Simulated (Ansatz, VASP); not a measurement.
**One calculation of As, two programs**

```xyz
2
Lattice="1.8808 1.0859 3.5141 -1.8808 1.0859 3.5141 0.0000 -2.1718 3.5141" Properties=species:S:1:pos:R:3 pbc="T T T"
As    0.0000    0.0000    2.3825
As    0.0000    0.0000    8.1597
```

Alike in both runs: task single point; functional RPBE; k mesh 9 × 9 × 9; occupations gaussian, width 0.05 eV; no spin polarisation.

|  | VASP | Ansatz |
| --- | --- | --- |
| version | VASP 6.6.1 | Ansatz 0.2.0 |
| potentials or method | VASP PAW PBE potentials, release 64 (As), cutoff 520 eV | all-electron LAPW, scalar-relativistic |

Ansatz gave:

| Item | Value |
| --- | --- |
| gap on the k mesh at the Fermi level (eV) | none |
| pressure (GPa) | 5.5 |
| largest component of the traceless stress (GPa) | 0.29 |
| rms of the force components (eV/Å) | 0.265 |

Task: Estimate VASP's values.

Result: gap on the k mesh at the Fermi level (eV): none; pressure (GPa): 5.7; largest component of the traceless stress (GPa): 0.38; rms of the force components (eV/Å): 0.299.

Atom by atom the forces differ by 0.034 eV/Å (rms over components). A gap of «none» marks a metal or a gap that the smearing closes. Ansatz ran all-electron here, so the differences hold the error of VASP's frozen core and of both bases.

Caveats: the PAW data sets were made with another functional, which shifts forces and pressure a little (VASP).
